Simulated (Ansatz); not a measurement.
**BAs: a single-point run**

The task is a single-point run on BAs. The structure is shown as the input types it. The cell is built on a prototype (rocksalt) and needn't be the phase found in nature.

Program: Ansatz 0.2.0. Level of theory: density functional or hybrid calculation with the settings of its input, plane waves (as first typed). These are calculated values, not measurements.

6 further runs of the same task are left out: 1 for a known fault of the program, 5 that didn't finish.

## Step 1: The structure to begin with

It takes space group Fm-3m (No. 225, cubic). Conventional cell: a = 4.611 Å, b = 4.611 Å, c = 4.611 Å, α = 90.00°, β = 90.00°, γ = 90.00°. Around B (site symmetry m-3m) lie 6 As at 2.31 Å. As (site symmetry m-3m) has 6 B at 2.31 Å as nearest neighbours.

The input asks for a charge of +0.1 e on the cell.

Structure file:

```cif
data_structure
_symmetry_space_group_name_H-M 'P 1'
_symmetry_Int_Tables_number 1
_cell_length_a 3.2602
_cell_length_b 3.2602
_cell_length_c 3.2602
_cell_angle_alpha 60.000
_cell_angle_beta 60.000
_cell_angle_gamma 60.000
_cell_volume 24.50
loop_
_atom_site_label
_atom_site_type_symbol
_atom_site_fract_x
_atom_site_fract_y
_atom_site_fract_z
_atom_site_occupancy
B1 B 0.00000 0.00000 0.00000 1
As1 As 0.50000 0.50000 0.50000 1
```

## Step 2: Input and run

Contents of input.yaml:

```yaml
crystal:
  lattice:
    - [0.0, 2.3052873216, 2.3052873216]
    - [2.3052873216, 0.0, 2.3052873216]
    - [2.3052873216, 2.3052873216, 0.0]
  atoms:
    - { symbol: B, position: [0.0, 0.0, 0.0] }
    - { symbol: As, position: [0.5, 0.5, 0.5] }
kpoints:
  mp_grid: { grid: [6, 6, 6] }
hamiltonian:
  xc: pbe
scf:
  occupations: { method: fermi_dirac, width: 0.02 }
  n_extra_bands: 4
  max_iter: 77
output:
  forces: true
  stress: true
  eigenvalues: true
total_charge: 0.1
```

Launch:

```sh
$ ansatz run input.yaml --threads 4 --pin off --max-ram 3686MiB --backend cpu --events-out ev --progress --plain --runs-dir out
```

**Question.** How will this run end, and is anything wrong with its input?

This run ends as converged. Convergence says nothing about whether the input makes sense.

Look at the input: total_charge is 0.1. With this charge the calculation describes a differently charged system.

The test: delete total_charge (the default then holds).
